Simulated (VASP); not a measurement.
# FeO (Wuestite) (Fm-3m) in VASP: a series of runs, part 2 of 2

VASP 6.6.1. The steps go on from the part before.

### 3 Single point, LDA, collinear spin, ferromagnetic start

Input file INCAR:

```
PREC     = Accurate       # precision mode
ENCUT    = 450            # plane-wave cutoff, eV
EDIFF    = 1E-6           # SCF threshold, eV
ISMEAR   = 0              # smearing method
SIGMA    = 0.05           # smearing width, eV
LREAL    = False          # projectors in reciprocal space
LASPH    = True           # aspherical terms in the spheres
NELM     = 100            # most SCF steps
ALGO     = Normal         # electronic algorithm
ISIF     = 2              # what is computed and relaxed
LWAVE    = False          # write WAVECAR
LCHARG   = False          # write CHGCAR
ISPIN    = 2              # spin polarisation
MAGMOM   = 3 0            # initial moments
LORBIT   = 11             # projections on sites
LMAXMIX  = 4              # l up to which the mixer works
NBANDS   = 18             # bands
ADDGRID  = False
```

Input file KPOINTS:

```
Automatic mesh
0
Gamma
  6 6 6
```

Input file POSCAR:

```
FeO
1.0
    0.0000000000      2.1554000000      2.1554000000
    2.1554000000      0.0000000000      2.1554000000
    2.1554000000      2.1554000000      0.0000000000
Fe O
1 1
Direct
    0.0000000000      0.0000000000      0.0000000000
    0.5000000000      0.5000000000      0.5000000000
```

Potentials or basis: VASP PAW LDA potentials, release 64 (Fe, O).

Started as:

```sh
cat potpaw_LDA.64/Fe/POTCAR potpaw_LDA.64/O/POTCAR > POTCAR
mpirun -np 1 vasp_std > vasp.out
```

OUTCAR:

```text
PREC = Accurate
   ENCUT = 450
   EDIFF = 1E-6
   ISMEAR = 0
   LREAL = False
   LASPH = True
   NELM = 100
   ISIF = 2
   ISPIN = 2
   LORBIT = 11

 Found     16 irreducible k-points:

 Following reciprocal coordinates:
            Coordinates               Weight
  0.000000  0.000000  0.000000      1.000000
  0.166667  0.000000  0.000000      8.000000
  0.333333  0.000000  0.000000      8.000000
  0.500000  0.000000  0.000000      4.000000
  0.166667  0.166667  0.000000      6.000000
  0.333333  0.166667  0.000000     24.000000
   k-points           NKPTS =     16   k-points in BZ     NKDIM =     16   number of bands    NBANDS=     18
   number of dos      NEDOS =    301   number of ions     NIONS =      2
   total plane-waves  NPLWV =  13824
   dimension x,y,z NGX =    24 NGY =   24 NGZ =   24
   dimension x,y,z NGXF=    48 NGYF=   48 NGZF=   48
   ions per type =               1   1
   NGX,Y,Z   is equivalent  to a cutoff of  13.09, 13.09, 13.09 a.u.
   NGXF,Y,Z  is equivalent  to a cutoff of  26.18, 26.18, 26.18 a.u.
 SYSTEM =  unknown system
   PREC   = accura    normal or accurate (medium, high low for compatibility)
   ISTART =      0    job   : 0-new  1-cont  2-samecut
   ICHARG =      2    charge: 1-file 2-atom 10-const
   ISPIN  =      2    spin polarized calculation?
   LNONCOLLINEAR =      F non collinear calculations
   LSORBIT =      F    spin-orbit coupling
   LASPH  =      T    aspherical Exc in radial PAW
   ENCUT  =  450.0 eV  33.07 Ry    5.75 a.u.   5.27  5.27  5.27*2*pi/ulx,y,z
   NELM   =    100;   NELMIN=  2; NELMDL= -5     # of ELM steps
   EDIFF  = 0.1E-05   stopping-criterion for ELM
   LREAL  =      F    real-space projection
   EDIFFG = 0.1E-04   stopping-criterion for IOM
   NSW    =      0    number of steps for IOM
   IBRION =     -1    ionic relax: 0-MD 1-quasi-New 2-CG
   NFREE  =      0    steps in history (QN), initial steepest desc. (CG)
   ISIF   =      2    stress and relaxation
   ISYM   =      2    0-nonsym 1-usesym 2-fastsym
   POTIM  = 0.5000    time-step for ionic-motion
   TEBEG  =    0.0;   TEEND  =   0.0 temperature during run
   PSTRESS=    0.0 pullay stress
   NELECT =      14.0000    total number of electrons
   NUPDOWN=      -1.0000    fix difference up-down
   EMIN   =  10.00;   EMAX   =-10.00  energy-range for DOS
[... 35 lines left out ...]

 E-fermi :   5.8345     XC(G=0): -12.6218

 val. band max:        5.8216640238   @ k =   0.1667   0.1667   0.0000
 cond. band min:       5.9026183305   @ k =  -0.3333   0.3333   0.1667
 fundamental gap:      0.0809543067
 Fermi energy:         5.8344608306

 spin component 1

 k-point     1 :       0.0000    0.0000    0.0000
  band No.  band energies     occupation
      1     -14.5346      1.00000
      2       2.1001      1.00000
      3       2.1001      1.00000
      4       2.1001      1.00000
      5       2.1906      1.00000
      6       2.1906      1.00000
[... 103 lines left out ...]
      5       2.2187      1.00000
      6       2.9076      1.00000
[... 10 lines left out ...]
     17      32.8100      0.00000
     18      33.7612      0.00000

 [... further k-points ...]

 spin component 2

 k-point     1 :       0.0000    0.0000    0.0000
  band No.  band energies     occupation
      1     -13.9630      1.00000
      2       2.7073      1.00000
      3       2.7073      1.00000
      4       2.7073      1.00000
      5       5.0718      1.00000
      6       5.0718      1.00000
[... 103 lines left out ...]
      5       4.9143      1.00000
      6       6.1198      0.00000
[... 10 lines left out ...]
     17      33.5377      0.00000
     18      34.6558      0.00000

 [... further k-points ...]

------------------------ aborting loop because EDIFF is reached ----------------------------------------

  FORCE on cell =-STRESS in cart. coord.  units (eV):
  Direction    XX          YY          ZZ          XY          YZ          ZX
  --------------------------------------------------------------------------------------
  -------------------------------------------------------------------------------------
  Total       -2.0604055     -2.0604055     -2.0604055     -0.0000000     -0.0000000      0.0000000
  in kB     -164.8350872   -164.8350872   -164.8350872     -0.0000000     -0.0000000      0.0000000
  external PRESSURE =    -164.8350872 kB  Pullay stress =       0.0000000 kB

 VOLUME and BASIS-vectors are now :
 -----------------------------------------------------------------------------
  energy-cutoff  :      450.00
  volume of cell :       20.03
      direct lattice vectors                 reciprocal lattice vectors
     0.000000000  2.155400000  2.155400000    -0.231975503  0.231975503  0.231975503
     2.155400000  0.000000000  2.155400000     0.231975503 -0.231975503  0.231975503
     2.155400000  2.155400000  0.000000000     0.231975503  0.231975503 -0.231975503

 POSITION                                       TOTAL-FORCE (eV/Angst)
 -----------------------------------------------------------------------------------
      0.00000      0.00000      0.00000        -0.000000     -0.000000     -0.000000
      2.15540      2.15540      2.15540         0.000000      0.000000      0.000000
 -----------------------------------------------------------------------------------
    total drift:                                0.000000     -0.000000      0.000000

  FREE ENERGIE OF THE ION-ELECTRON SYSTEM (eV)
  ---------------------------------------------------
  free  energy   TOTEN  =       -16.3949177681 eV

  energy  without entropy=      -16.3927135341  energy(sigma->0) =      -16.39381565

 total charge

# of ion       s       p       d       tot
------------------------------------------
    1        0.293   0.365   6.106   6.763
    2        1.553   3.413   0.000   4.966
--------------------------------------------------
tot          1.846   3.778   6.106  11.729

 magnetization (x)

# of ion       s       p       d       tot
------------------------------------------
    1        0.025   0.021   3.532   3.578
    2        0.030   0.285   0.000   0.315
--------------------------------------------------
tot          0.055   0.306   3.532   3.894
```

OSZICAR:

```text
N       E                     dE             d eps       ncg     rms          rms(c)
DAV:   1     0.586077533457E+02    0.58608E+02   -0.62020E+03  1256   0.812E+02
DAV:   2    -0.149225792543E+02   -0.73530E+02   -0.62758E+02  1194   0.192E+02
DAV:   3    -0.187735918486E+02   -0.38510E+01   -0.36736E+01  1370   0.464E+01
DAV:   4    -0.188033092678E+02   -0.29717E-01   -0.29704E-01  1400   0.388E+00
DAV:   5    -0.188035331654E+02   -0.22390E-03   -0.22389E-03  1454   0.345E-01    0.164E+01
DAV:   6    -0.172990177816E+02    0.15045E+01   -0.15427E+01  1488   0.567E+01    0.195E+01
DAV:   7    -0.164604395032E+02    0.83858E+00   -0.44659E+00  1446   0.378E+01    0.946E+00
DAV:   8    -0.164265602925E+02    0.33879E-01   -0.19837E-01  1470   0.562E+00    0.529E+00
DAV:   9    -0.164014357349E+02    0.25125E-01   -0.14720E-01  1818   0.627E+00    0.172E+00
DAV:  10    -0.163939191438E+02    0.75166E-02   -0.37494E-02  1648   0.414E+00    0.301E-01
DAV:  11    -0.163949545511E+02   -0.10354E-02   -0.50322E-03  1430   0.635E-01    0.865E-02
DAV:  12    -0.163949220549E+02    0.32496E-04   -0.81765E-05  1486   0.860E-02    0.423E-02
DAV:  13    -0.163949254254E+02   -0.33705E-05   -0.27276E-05  1424   0.947E-02    0.457E-02
DAV:  14    -0.163949180220E+02    0.74034E-05   -0.14075E-05  1740   0.660E-02    0.906E-03
DAV:  15    -0.163949177681E+02    0.25385E-06   -0.98271E-07   772   0.845E-03
   1 F= -.16394918E+02 E0= -.16393816E+02  d E =-.220423E-02  mag=     3.9993
```

stdout:

```text
POSCAR found type information on POSCAR FeO
 POSCAR found :  2 types and       2 ions
 scaLAPACK will be used
 LDA part: xc-table for (Slater(with rela. corr.)+CA(PZ))
 , standard interpolation
 POSCAR, INCAR and KPOINTS ok, starting setup
 FFT: planning ... GRIDC
 FFT: planning ... GRID_SOFT
 FFT: planning ... GRID
 WAVECAR not read
 entering main loop
```

Wall time 16 s (1 thread of Intel Xeon Platinum 8375C at 2.90GHz (Ice Lake), shared host); peak memory 0.13 GiB.

These settings aren't checked as converged: the numbers below hold their error.

What came out:

* Free energy: -16.3949 eV
* Band gap on the k mesh: none (metal or under the smearing width)
* Net moment: 4.00 μB per cell
* Site moments: Fe +3.58; O +0.32 μB
* Valence electrons inside the program's atomic spheres: Fe 6.76; O 4.97

Caveat: the k mesh is coarse (spacing up to 0.42 Å⁻¹), so the values aren't converged; the cutoff is under 1.25 times the usual one of these potentials, so pressure, stress and relaxed cells hold a basis-set (Pulay) error; a cell with one magnetic atom can't hold antiferromagnetic order, which such compounds often take; semilocal functionals often make such compounds metallic where correlation or magnetic order opens a gap, which also shifts bond lengths.
